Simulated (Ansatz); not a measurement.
**Molecular dynamics of MgO**

Input file:

```yaml
accuracy: low
crystal:
  lattice:
    - [0.0, 4.2251, 4.2251]
    - [4.2251, 0.0, 4.2251]
    - [4.2251, 4.2251, 0.0]
  atoms:
    - { symbol: Mg, position: [0.0, 0.0, 0.0] }
    - { symbol: O, position: [0.25, 0.25, 0.25] }
    - { symbol: Mg, position: [0.0, 0.0, 0.5] }
    - { symbol: O, position: [0.25, 0.25, 0.75] }
    - { symbol: Mg, position: [0.0, 0.5, 0.0] }
    - { symbol: O, position: [0.25, 0.75, 0.25] }
    - { symbol: Mg, position: [0.0, 0.5, 0.5] }
    - { symbol: O, position: [0.25, 0.75, 0.75] }
    - { symbol: Mg, position: [0.5, 0.0, 0.0] }
    - { symbol: O, position: [0.75, 0.25, 0.25] }
    - { symbol: Mg, position: [0.5, 0.0, 0.5] }
    - { symbol: O, position: [0.75, 0.25, 0.75] }
    - { symbol: Mg, position: [0.5, 0.5, 0.0] }
    - { symbol: O, position: [0.75, 0.75, 0.25] }
    - { symbol: Mg, position: [0.5, 0.5, 0.5] }
    - { symbol: O, position: [0.75, 0.75, 0.75] }
basis:
  ecutwfc: 420.0
kpoints:
  mp_grid: { grid: [2, 2, 2] }
hamiltonian:
  xc: pbe
  dispersion: d3bj
scf:
  occupations: { method: fermi_dirac, width: 0.05 }
  lower_state_search: "off"
md:
  timestep: 1
  n_steps: 160
  ensemble: nvt_langevin
  temperature: 900.0
  initial_velocities: maxwell_boltzmann
  seed: 547468
  friction: 0.01
```

Launched with:

```bash
$ ansatz run input.yaml --threads 1 --pin off --max-ram 3072MiB --backend cpu --events-out ev --progress --plain --runs-dir out
```

It starts from a structure without forces on its atoms.

Output, in part (step lines):

```
md step     0: t =     0.00 fs  T =   843.8 K  F+E_penalty+E_count = -19957.62446962 eV  E_kin = 1.745010 eV  (6 SCF iters)
md step     1: t =     1.00 fs  T =   907.1 K  F+E_penalty+E_count = -19957.61265515 eV  E_kin = 1.875951 eV  (6 SCF iters)
md step     2: t =     2.00 fs  T =   860.3 K  F+E_penalty+E_count = -19957.57716397 eV  E_kin = 1.779268 eV  (6 SCF iters)
md step     3: t =     3.00 fs  T =   854.4 K  F+E_penalty+E_count = -19957.51911345 eV  E_kin = 1.767101 eV  (7 SCF iters)
md step     4: t =     4.00 fs  T =   851.4 K  F+E_penalty+E_count = -19957.43787884 eV  E_kin = 1.760819 eV  (7 SCF iters)
md step     5: t =     5.00 fs  T =   793.7 K  F+E_penalty+E_count = -19957.33600842 eV  E_kin = 1.641547 eV  (5 SCF iters)
md step     6: t =     6.00 fs  T =   767.3 K  F+E_penalty+E_count = -19957.21808635 eV  E_kin = 1.586979 eV  (5 SCF iters)
md step     7: t =     7.00 fs  T =   758.8 K  F+E_penalty+E_count = -19957.08241567 eV  E_kin = 1.569413 eV  (5 SCF iters)
[... lines left out ...]
md step   159: t =   159.00 fs  T =   965.8 K  F+E_penalty+E_count = -19956.20094370 eV  E_kin = 1.997419 eV  (5 SCF iters)
md step   160: t =   160.00 fs  T =   948.3 K  F+E_penalty+E_count = -19956.12794867 eV  E_kin = 1.961329 eV  (7 SCF iters)
```

The steps, from the saved trajectory:

| time (fs) | T (K) | potential energy less start (eV) |
| --- | --- | --- |
| 0.0 | 844 | 0.000 |
| 5.0 | 794 | 0.288 |
| 10.0 | 600 | 1.024 |
| 15.0 | 388 | 1.723 |
| 20.0 | 339 | 1.850 |
| 25.0 | 476 | 1.560 |
| 30.0 | 655 | 1.291 |
| 35.0 | 738 | 1.158 |
| 40.0 | 757 | 1.296 |
| 45.0 | 742 | 1.568 |
| 50.0 | 629 | 1.780 |
| 55.0 | 803 | 1.650 |
| 60.0 | 1042 | 1.294 |
| 65.0 | 1178 | 1.090 |
| 70.0 | 1042 | 1.241 |
| 75.0 | 870 | 1.557 |
| 80.0 | 721 | 1.749 |
| 85.0 | 751 | 1.774 |
| 90.0 | 818 | 1.653 |
| 95.0 | 926 | 1.545 |
| 100.0 | 966 | 1.637 |
| 105.0 | 910 | 1.752 |
| 110.0 | 817 | 1.801 |
| 115.0 | 825 | 1.721 |
| 120.0 | 936 | 1.517 |
| 125.0 | 1054 | 1.567 |
| 130.0 | 751 | 1.923 |
| 135.0 | 665 | 2.061 |
| 140.0 | 689 | 1.876 |
| 145.0 | 796 | 1.545 |
| 150.0 | 920 | 1.272 |
| 155.0 | 957 | 1.241 |
| 160.0 | 948 | 1.497 |

The run went to its last step. A run of 0.16 ps of so small a system gives no equilibrium averages. Limits of this set-up: coarse k mesh, low accuracy level.

Mean squared displacements from the first frame to the last, about the centre of mass: Mg 0.01 Å², O 0.03 Å².

Last frame:

```xyz
16
Lattice="0.0000 4.2251 4.2251 4.2251 0.0000 4.2251 4.2251 4.2251 0.0000" Properties=species:S:1:pos:R:3
Mg 0.021 -0.136 0.296
O 2.058 1.861 2.359
Mg 2.074 2.022 0.135
O 4.128 4.041 2.304
Mg 1.955 -0.134 2.384
O 4.111 2.146 4.483
Mg 4.152 1.979 2.438
O 6.368 4.094 4.515
Mg -0.151 1.923 2.247
O 2.273 4.165 4.515
Mg 1.991 3.947 2.282
O 4.266 6.009 4.391
Mg 2.010 1.902 4.417
O 4.203 4.083 6.751
Mg 4.207 4.064 4.391
O 6.222 6.202 6.659
```

The run took 7.9 min on 1 thread of Arm Neoverse V2, with other jobs on the host, peak memory 0.49 GiB.
